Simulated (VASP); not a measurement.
Runs of VASP 6.6.1 on Sn. It takes space group Im-3m (No. 229, cubic). The conventional cell has a = 3.789 Å, b = 3.789 Å, c = 3.789 Å, α = 90.00°, β = 90.00°, γ = 90.00°. Sn (site symmetry m-3m) has 8 Sn at 3.28 Å as nearest neighbours. This isn't the form of Sn at room conditions, which is tetragonal (white tin).

| level | potentials or basis | gap on the mesh (eV) | pressure (GPa) | relaxed volume (Å³/atom) |
| --- | --- | --- | --- | --- |
| PBEsol | VASP PAW PBE potentials, release 64 (Sn_d) | none | 0.0 | 25.98 |
| RPBE | VASP PAW PBE potentials, release 64 (Sn_d) | none | 0.0 | 28.47 |
| revPBE | VASP PAW PBE potentials, release 64 (Sn_d) | none | 0.0 | (a) |
| SCAN | VASP PAW PBE potentials, release 64 (Sn_d) | none | 0.1 | 26.74 |
| r2SCAN | VASP PAW PBE potentials, release 64 (Sn_d) | none | 0.0 | (b) |
| PW91 | VASP PAW PBE potentials, release 64 (Sn_d) | none | 0.0 | 27.69 |
| PBE | VASP PAW PBE potentials, release 64 (Sn_d) | none | 0.0 | 27.58 |
| rev-vdW-DF2 | VASP PAW PBE potentials, release 64 (Sn_d) | none | 0.0 | - |
| LDA | VASP PAW LDA potentials, release 64 (Sn_d) | none | 0.0 | 25.35 |
| optB88-vdW | VASP PAW PBE potentials, release 64 (Sn_d) | none | 0.0 | 27.95 |
| AM05 | VASP PAW PBE potentials, release 64 (Sn_d) | none | 0.0 | 25.89 |
| BLYP | VASP PAW PBE potentials, release 64 (Sn_d) | none | 0.0 | 30.77 |

Alike in all rows: task relaxation of cell and atoms; no spin polarisation; cell relaxed; k mesh 10 × 10 × 10; cutoff (eV) 600; smearing fermi-dirac 0.05 eV.

Q: Fill in the values left out.

A: (a) 28.21; (b) 26.79.

Caveats: the PAW data sets were made with another functional, which shifts forces and pressure a little (some runs); the relaxation stopped at its first step, so nothing moved (some runs).

A k mesh can miss the band edges, and the runs leave out spin-orbit coupling on Sn.

A gap of «none» marks a metal or a gap under the smearing width.
